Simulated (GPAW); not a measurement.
Runs of GPAW 26.7.0 on Te. It takes space group P3_121 (No. 152, trigonal). Conventional cell: a = 4.454 Å, b = 4.454 Å, c = 5.924 Å, α = 90.00°, β = 90.00°, γ = 120.00°. Around Te (site symmetry 2) lie 2 Te at 2.86 Å. 

```tsv
task	level	potentials or basis	spin	k mesh	cutoff (eV)	ranks	maxiter	band path	band points	mesh quality	pressure (GPa)	largest force (eV/Å)
band structure	LDA	the program's PAW data sets (release 1.2.1) made for this functional, pw	non-collinear, zero start, SOC	3 × 3 × 2	600	4	150	GMKGALHA,LM,KH	100	coarse	-	(a)
single point	PBE0	GPAW PAW data sets (gpaw-data 1.2.1), pw	off	3 × 3 × 2	450	4	60	-	-	coarse	-	0.63
band structure	RPBE	the program's PAW data sets (release 1.2.1) made for this functional, pw	off	7 × 7 × 5	600	-	150	GMKGALHA,LM,KH	60	not flagged	2.4	0.11
band structure	revPBE	the program's PAW data sets (release 1.2.1) made for this functional, pw	off	7 × 7 × 5	600	-	150	GMKGALHA,LM,KH	60	not flagged	2.0	0.11
```

Alike in all rows: cell as given; smearing fermi-dirac 0.05 eV.

Question: Estimate the missing entries.

Answer: (a) 0.16.

Caveats: some runs use coarse meshes; exact exchange converges slowly with the k mesh, and this mesh is small (some runs); the PAW data sets were made with another functional, which shifts forces and pressure a little (some runs).
